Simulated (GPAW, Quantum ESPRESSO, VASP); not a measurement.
One calculation of GaAs, 3 ways

```
As Ga
1.0
     0.00000    2.82685    2.82685
     2.82685    0.00000    2.82685
     2.82685    2.82685    0.00000
As Ga
1 1
Direct
  0.75000 0.75000 0.75000
  0.00000 0.00000 0.00000
```

Alike in all runs: task band structure; functional r2SCAN; k mesh 6 × 6 × 6; occupations fermi-dirac, width 0.05 eV; no spin polarisation; no spin-orbit coupling. Pressure is positive in compression and, in plane waves, holds the error of the finite cutoff. Gaps are the smaller of the mesh's and the band path's.

```tsv
program and potentials	plane-wave cutoff (eV)	notes	band gap (eV)	pressure (GPa)
VASP, PBE PAW files As, Ga_d, 520 eV	520	potentials made for PBE; 9 valence electrons an atom on average	?	?
GPAW, GPAW PAW data sets (gpaw-data 1.2.1)	600	potentials made for PBE; 4 valence electrons an atom on average	1.07	1.02
Quantum ESPRESSO, SG15 PBE 1.2	1197	potentials made for PBE; 9 valence electrons an atom on average	0.59	-0.15
```

**Question.** Estimate from the other rows what the run with VASP, PBE PAW files As, Ga_d, 520 eV gave.

**Answer.** Band gap 1.00 eV; pressure 0.61 GPa. The other rows, which needn't bracket it: band gap 0.59 to 1.07; pressure -0.15 to 1.02.
